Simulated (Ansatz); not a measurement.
## AlN: computed DOS

```yaml
crystal:
  lattice:
    - [0.00000, 1.97800, 1.97800]
    - [1.97800, 0.00000, 1.97800]
    - [1.97800, 1.97800, 0.00000]
  atoms:
    - { symbol: Al, position: [0.00000, 0.00000, 0.00000] }
    - { symbol: N, position: [0.50000, 0.50000, 0.50000] }
```

The geometry is COD entry 1523095, unchecked; take it as a test cell.

Level of theory: DFT, LDA, all-electron LAPW, scalar-relativistic in Ansatz 0.2.0.

Sampling and basis: a Γ-centred 10×10×10 k mesh, Fermi–Dirac smearing of 0.02 eV, basis error target 1 meV/atom, no spin polarisation.

Which of the resolved shells contributes most in the top eV of the valence band?

N 2p, with 93 % of all states there; Al 3p follows with 4 %.

Tabulate the density of states.

States per eV and cell, averaged over 0.4 eV, from -8.7 to 6.7 eV, with energies (bin centres) from the valence-band top; empty bins are left out. The partial columns, the largest 3 alone, are projections on Löwdin-orthogonalised atomic shells (those that the program's projection atoms carry: the occupied ones and, for some elements, an empty d or f shell; other empty shells have no column), summed over atoms of an element. Weights on diffuse s and p shells depend on that basis and aren't pure angular character.
```
E (eV)  total  N 2p  Al 3p  Al 3s
  -8.6   0.06  0.04   0.00   0.02
  -8.2   0.22  0.14   0.01   0.06
  -7.8   0.35  0.22   0.04   0.07
  -7.4   0.75  0.46   0.16   0.09
  -7.0   1.18  0.72   0.26   0.12
  -6.6   0.76  0.47   0.14   0.08
  -6.2   0.33  0.21   0.03   0.04
  -5.8   0.45  0.29   0.07   0.04
  -5.4   0.55  0.36   0.10   0.04
  -5.0   0.60  0.40   0.12   0.03
  -4.6   0.58  0.40   0.11   0.03
  -4.2   0.56  0.40   0.10   0.02
  -3.8   0.66  0.48   0.11   0.03
  -3.4   0.81  0.61   0.12   0.04
  -3.0   1.14  0.89   0.16   0.05
  -2.6   1.15  0.93   0.14   0.04
  -2.2   1.16  0.98   0.12   0.03
  -1.8   1.21  1.06   0.10   0.01
  -1.4   1.18  1.07   0.06   0.01
  -1.0   0.72  0.66   0.03   0.00
  -0.6   0.43  0.40   0.02   0.00
  -0.2   0.14  0.13   0.01   0.00
   5.4   0.09  0.00   0.01   0.04
   5.8   0.17  0.00   0.02   0.08
   6.2   0.30  0.01   0.04   0.12
   6.6   0.38  0.02   0.07   0.14
```
